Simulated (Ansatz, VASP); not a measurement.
**Se in VASP and in Ansatz**

File INCAR:

```
PREC = Accurate
ENCUT = 520
EDIFF = 1E-6
ISMEAR = -1
SIGMA = 0.1
LREAL = False
LASPH = True
NELM = 100
ALGO = Normal
ISIF = 2
LWAVE = False
LCHARG = True
GGA = RP
LELF = True
LVHAR = True
NBANDS = 13
```

KPOINTS

```
regular mesh
0
Gamma
  10 10 10
```

The input POSCAR:

```
Se
1.0
    0.0000000000      3.3303162928      3.3303162928
    3.3303162928      0.0000000000      3.3303162928
    3.3303162928      3.3303162928      0.0000000000
Se
2
Direct
    0.1250000000      0.1250000000      0.1250000000
    0.8750000000      0.8750000000      0.8750000000
```

Input for Ansatz:

```yaml
crystal:
  lattice:
    - [0.0, 3.3303162928, 3.3303162928]
    - [3.3303162928, 0.0, 3.3303162928]
    - [3.3303162928, 3.3303162928, 0.0]
  atoms:
    - { symbol: Se, position: [0.125, 0.125, 0.125] }
    - { symbol: Se, position: [0.875, 0.875, 0.875] }
hamiltonian:
  xc: rpbe
  pseudopotentials:
    kind: paw
    azcp:
      Se: "pseudopotentials/Se.paw.azcp"
basis:
  ecutwfc: 420
  fft_grid_basis: typed
kpoints:
  mp_grid: { grid: [10, 10, 10], shift: [0, 0, 0] }
magnetization:
  spin_polarized: false
scf:
  occupations: { method: fermi_dirac, width: 0.1 }
  lower_state_search: "off"
output:
  stress: true
```

Alike in both runs: task single point; functional RPBE; k mesh 10 × 10 × 10; occupations fermi-dirac, width 0.1 eV; no spin polarisation.

```csv
,VASP,Ansatz
version,VASP 6.6.1,Ansatz 0.2.0
potentials or method,"VASP PAW PBE potentials, release 64 (Se)","plane waves (420 eV) with PAW, scalar-relativistic"
plane-wave cutoff (eV),520,420
valence electrons in the cell,12,32
```

```csv
,VASP,Ansatz,Ansatz less VASP
pressure (GPa),-3.1,-3.1,+0.01
```

With one functional, cell and mesh, what is left measures potentials, basis and numerics. The two sets of potentials don't hold the same shells in valence.

Caveats: the PAW data sets were made with another functional, which shifts forces and pressure a little (VASP).
